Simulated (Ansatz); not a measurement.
CdTe, DFT, PBE, all-electron LAPW, non-relativistic (Ansatz 0.2.0), run on 1 thread of AMD EPYC 9R45 96-Core Processor (Zen 5) on a shared host.

The cell is COD entry 1010539, as deposited and not checked against the literature; nothing was relaxed. It differs from other determinations.

Command: `ansatz run input.yaml --threads 1 --pin off --max-ram 2048MiB --backend cpu --events-out ev --progress --plain --runs-dir out`

```yaml
crystal:
  lattice:
    - [0.0, 3.205, 3.205]
    - [3.205, 0.0, 3.205]
    - [3.205, 3.205, 0.0]
  atoms:
    - { symbol: Cd, position: [0.0, 0.0, 0.0] }
    - { symbol: Te, position: [0.75, 0.75, 0.75] }
kpoints:
  mp_grid: { grid: [9, 9, 9] }
  band_path:
    path:
      - [0.0, 0.0, 0.0]
      - [-0.5, -0.5, 0.0]
      - [-0.375, -0.375, 0.25]
      - [-0.375, 0.0, 0.375]
      - [0.0, 0.0, 0.0]
      - [0.0, 0.0, 0.5]
      - [-0.5, -0.25, 0.25]
      - [-0.5, -0.5, 0.0]
    npoints: 5
scf:
  occupations: { method: fermi_dirac, width: 0.08 }
hamiltonian:
  xc: pbe
  pseudopotentials:
    kind: all_electron
    lapw: { basis_error: 0.001 }
    relativity: none
output:
  forces: true
  stress: true
  eigenvalues: true
```

(1) How large is the problem that the program sets up?

(2) About how long does it take, and how much memory does it use?

Answers

(1) 35 irreducible k-points, 609 plane waves at Γ, 27 bands.

(2) 9.4 s of wall time for 7 SCF iterations, with a peak of 0.38 GiB. Times on shared machines scatter by tens of per cent.
